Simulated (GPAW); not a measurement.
InP, 2 atoms in the cell. The structure is cubic, space group F-43m (No. 216). The conventional cell has a = 5.861 Å, b = 5.861 Å, c = 5.861 Å, α = 90.00°, β = 90.00°, γ = 90.00°. In (site symmetry -43m) is surrounded by 4 P at 2.54 Å. P (site symmetry -43m) is surrounded by 4 In at 2.54 Å. 

```yaml
Program: GPAW 26.7.0
Task: gruneisen
Functional: PBE
Potentials_or_basis: GPAW PAW data sets (gpaw-data 1.2.1)
Cutoff: 510 eV
Basis: pw
k_mesh: 8 × 8 × 8
Occupations: fermi-dirac, width 0.05 eV
Spin: no spin polarisation
Maxiter: 150
Convergence: density=1e-06 eigenstates=1e-09
Supercell: 1 × 1 × 1
Supercell_k_mesh: 8 × 8 × 8
Displacement: 0.01
Relaxed_first: cell
Ecut_relax: 600
```

Potentials or basis: GPAW PAW data sets (gpaw-data 1.2.1), pw.

The run is started by

```console
$ OMP_NUM_THREADS=1 python run.py
```

Hardware: 1 thread of Arm Neoverse V2, on a shared host.

Question: Estimate the wall time of this run.

Answer: It took 7.6 min on 1 thread of Arm Neoverse V2, on a shared host, peak memory 0.41 GiB. Counts: scf iterations 104, plane waves 1700, bands 18, k points 29.
